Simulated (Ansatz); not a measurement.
Reaction (ligand exchange at the Si–C bond): `C=CCC[SiH3]` + `O[Si](O)(F)O[SiH3]` → `O[Si](F)(O[SiH3])O[SiH3]` + `C=CCC`

Program: Ansatz. Geometries: PBE0-D4/def2-TZVP. ΔE: electronic, gas phase. CCSD(T)/CBS is the MP2 limit (def2-TZVPP, def2-QZVPP) plus CCSD(T) − MP2 in def2-TZVPP, frozen cores. Functionals use def2-TZVPP. Each species was taken in one conformer, which may not be the lowest.

`C=CCC[SiH3]`:

Cartesian coordinates in Å:
```
C -0.082 2.245 0.281
C -0.486 1.257 -0.506
C -1.156 0.008 -0.039
C -0.368 -1.257 -0.399
Si 1.361 -1.331 0.340
H 0.411 3.124 -0.117
H -0.232 2.208 1.356
H -0.309 1.331 -1.578
H -1.301 0.061 1.045
H -2.155 -0.054 -0.487
H -0.281 -1.351 -1.487
H -0.917 -2.143 -0.062
H 1.312 -0.990 1.789
H 2.300 -0.397 -0.334
H 1.902 -2.712 0.199
```

`O[Si](O)(F)O[SiH3]`:

```xyz
11

O     0.142   -1.249    1.914
Si   -0.152   -1.034    0.332
O    -1.733   -0.750    0.130
F     0.305   -2.347   -0.435
O     0.663    0.189   -0.315
Si    0.554    1.693   -0.963
H     0.971   -1.653    2.174
H    -2.357   -1.272    0.634
H     1.936    2.181   -1.188
H    -0.153    2.604   -0.029
H    -0.176    1.640   -2.254
```

`O[Si](F)(O[SiH3])O[SiH3]`:

Z-matrix (Å, degrees):
```
Si
F 1 1.585
O 1 1.605 2 109.1
O 1 1.608 2 107.0 3 -120.2
O 1 1.620 2 109.7 3 118.1
Si 3 1.642 1 146.3 2 99.9
Si 4 1.640 1 147.1 2 101.3
H 5 0.957 1 119.3 2 60.7
H 6 1.484 3 110.2 1 -48.3
H 6 1.482 3 107.5 1 -168.1
H 6 1.483 3 109.8 1 72.5
H 7 1.485 4 110.0 1 43.5
H 7 1.484 4 109.9 1 -77.2
H 7 1.482 4 107.7 1 163.2
```

`C=CCC`:

Cartesian coordinates in Å:
```
C -1.175 1.489 0.608
C -0.413 0.417 0.768
C 0.729 0.033 -0.112
C 0.530 -1.333 -0.761
H -1.001 2.190 -0.203
H -1.997 1.709 1.280
H -0.626 -0.262 1.593
H 0.871 0.798 -0.881
H 1.650 0.012 0.484
H 0.395 -2.111 -0.005
H -0.355 -1.335 -1.400
H 1.393 -1.609 -1.372
```

```
                   species  r2SCAN-D4 energy (Eh)
             `C=CCC[SiH3]`             -447.84640
      `O[Si](O)(F)O[SiH3]`             -907.76061
`O[Si](F)(O[SiH3])O[SiH3]`            -1198.47502
                   `C=CCC`             -157.17444
```

(1) Work out ΔE.

Largest T1 diagnostic among the species: 0.011.

Answers

(1) ΔE = (-1198.47502) + (-157.17444) − (-447.84640) − (-907.76061) = -0.04245 Eh = -111.5 kJ/mol. CCSD(T)/CBS gives -113.6 kJ/mol.

In def2-TZVPP, CCSD(T) changes the Hartree–Fock value by +28.2 kJ/mol (the triples alone add +4.0 kJ/mol) and MP2 by +28.2 kJ/mol. From PBE to PBE0 (25 % exact exchange), in def2-TZVPP and without D4, ΔE moves by −5.6 kJ/mol. The D4 term adds +3.3 kJ/mol with B3LYP and +1.6 kJ/mol with PBE0; it sums over pairs of atoms, weighted by their polarisabilities, and B3LYP, whose exchange is more repulsive, gets the larger term.

B3LYP here is the variant with VWN-RPA as its local correlation; programs differ in this.
